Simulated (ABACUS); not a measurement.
# B in ABACUS: tuning mixing gg0

Input of the first run (mixing gg0 0); the others differ in this setting and in those tied to it:

File INPUT:

```
INPUT_PARAMETERS
suffix              B
calculation         scf
basis_type          lcao
pseudo_dir          ./
orbital_dir         ./
symmetry            1
dft_functional      GGA_X_RPBE+GGA_C_PBE
ecutwfc             100
pseudo_rcut         7
nspin               1
nbands              6
ks_solver           genelpa
smearing_method     mv
smearing_sigma      0.00734986
scf_thr             1e-07
scf_nmax            60
mixing_type         broyden
mixing_beta         0.7
cal_force           1
cal_stress          1
out_mul             1
mixing_gg0          0
```

File STRU:

```
ATOMIC_SPECIES
B 10.8100 B.upf

NUMERICAL_ORBITAL
B_confined-atom_7au_2s2p1d.orb

LATTICE_CONSTANT
1.8897261246

LATTICE_VECTORS
1.8936780000 0.0233250000 -0.0126100000
0.0233250000 1.8565780000 0.0041840000
-0.0126100000 0.0041840000 1.9062030000

ATOMIC_POSITIONS
Direct

B
0.0
1
0.4503260000 0.4959550000 0.4491870000 1 1 1
```

Contents of KPT:

```
K_POINTS
0
Gamma
10 10 10 0 0 0
```

Potentials or basis: PseudoDojo NC SR 0.5 PBE standard, DZP LCAO (the cutoffs set its grid).

Launch:

```sh
$ OMP_NUM_THREADS=1 mpirun -np 4 abacus > log
```

The cell isn't the ideal one: cell strained at random.

The cell was built by a generator and needn't be a form met in nature.

Hardware: 4 MPI ranks on Intel(R) Xeon(R) Platinum 8259CL CPU @ 2.50GHz (Skylake/Cascade Lake), with other jobs on the host.

```csv
mixing gg0,energy less the last converged row (meV/atom),SCF cycles,wall time (s)
0,0.00,7,9.5
0.5,0.00,7,7.7
1,0.00,7,7.1
1.5,0.00,7,7.5
2,0.00,7,8
```

Fastest here: 1 (7.1 s), level within noise with 0.5, 1.5, 2; slowest of those that converged: 0 (9.5 s). These are single runs, one after another on one machine, so differences under about a fifth mean little.

Caveat: the atomic orbitals were generated for these runs and aren't a published set.
